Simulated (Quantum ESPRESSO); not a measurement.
**SnO in Quantum ESPRESSO: the effect of target pressure**

SnO:

```
CELL_PARAMETERS angstrom
3.81370 0.00000 0.00000
0.00000 3.81370 0.00000
0.00000 0.00000 4.88691
ATOMIC_POSITIONS crystal
Sn 0.50000 0.00000 0.76463
Sn 0.00000 0.50000 0.23537
O 0.00000 0.00000 0.00000
O 0.50000 0.50000 0.00000
```

The cell is a database's computed one.

Alike in all runs:

| Quantity | Value |
| --- | --- |
| Program | Quantum ESPRESSO 7.5 |
| Task | relaxation of cell and atoms |
| Functional | PBEsol |
| Potentials or basis | GBRV 1.5 PBEsol |
| Cutoff | 1061 eV |
| Density cutoff | 8517 eV |
| k mesh | 5 × 5 × 4 |
| Occupations | fermi-dirac, width 0.05 eV |
| Spin | no spin polarisation |

Each run relaxes the cell or the atoms first.

Question: One run gave: relaxed volume 13.45 Å³/atom. Which target pressure did it use?
A. 2 GPa
B. 10 GPa
C. 0 GPa
D. 30 GPa
E. 20 GPa

Answer: E.

| target pressure | relaxed volume (Å³/atom) |
| --- | --- |
| 0 GPa | 17.09 |
| 2 GPa | 16.31 |
| 5 GPa | 15.43 |
| 10 GPa | 14.52 |
| 20 GPa | 13.45 |
| 30 GPa | 12.73 |

Caveats: the volume moved by over 15 % at a fixed basis, so the end points are rough (some runs).
